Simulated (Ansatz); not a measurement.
The system is Au.

```
Au
1.0
     0.00000    2.03500    2.03500
     2.03500    0.00000    2.03500
     2.03500    2.03500    0.00000
Au
1
Cartesian
  0.0000 0.0000 0.0000
```

```yaml
Program: Ansatz 0.2.0
Task: relaxation of cell and atoms
Functional: BLYP
Dispersion: D4
Potentials_or_basis: all-electron LAPW, scalar-relativistic
Basis_error_allowed: 0.001 eV/atom
k_mesh: 11 × 11 × 11
Occupations: fermi-dirac, width 0.05 eV
Spin: no spin polarisation
```

At the start: volume 16.85 Å³/atom.

Question: How do energy, volume and symmetry change on relaxing?

Answer: Over 5 steps the energy falls by 30.8 meV/atom and the volume is 17.89 Å³/atom (+6.1 %); space group Fm-3m (No. 225, to 0.05 Å).

Step by step:
| step | energy change (eV) | largest force (eV/Å) | volume (Å³) |
| --- | --- | --- | --- |
| 1 | 0.0000 | 0.0000 | 16.85 |
| 2 | -0.0296 | 0.0000 | 18.11 |
| 3 | -0.0308 | 0.0000 | 17.92 |
| 4 | -0.0308 | 0.0000 | 17.89 |
| 5 | -0.0308 | 0.0000 | 17.89 |

Final structure:
```yaml
crystal:
  lattice:
    - [0.00000, 2.07582, 2.07582]
    - [2.07582, 0.00000, 2.07582]
    - [2.07582, 2.07582, 0.00000]
  atoms:
    - { symbol: Au, position: [0.00000, 0.00000, 0.00000] }
```
